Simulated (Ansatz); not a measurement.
**GaN: equation of state with PBE**

The system is GaN.

```
CELL_PARAMETERS angstrom
3.18000 0.00000 0.00000
-1.59000 2.75396 0.00000
0.00000 0.00000 5.16600
ATOMIC_POSITIONS crystal
Ga 0.66667 0.33333 0.50000
Ga 0.33333 0.66667 0.00000
N 0.66667 0.33333 0.87500
N 0.33333 0.66667 0.37500
```

```json
{"Program": "Ansatz 0.2.0", "Task": "equation of state", "Functional": "PBE", "Potentials or basis": "Ansatz PAW earlier set", "Cutoff": "1020 eV", "Density cutoff": "5100 eV", "k mesh": "10 × 10 × 5", "Occupations": "fermi-dirac, width 0.05 eV", "Spin": "no spin polarisation"}
```

The equilibrium volume is 11.75 Å³/atom. The bulk modulus at fixed shape and positions is 172 GPa and the pressure derivative of the bulk modulus is 4.4.

Energy against volume, from the lowest point:
| volume (Å³/atom) | energy (meV/atom) |
| --- | --- |
| 10.632 | 68.87 |
| 10.858 | 42.26 |
| 11.084 | 22.74 |
| 11.310 | 9.60 |
| 11.537 | 2.21 |
| 11.763 | 0.00 |
| 11.989 | 2.46 |

All runs of the series together: 36 s on 2 threads of Intel(R) Xeon(R) 6975P-C (Granite Rapids), with other jobs on the host.

Caveat: the cell was scaled at fixed shape and fractional positions, which overstates the stiffness of a crystal with free parameters, most of all of layers and chains.
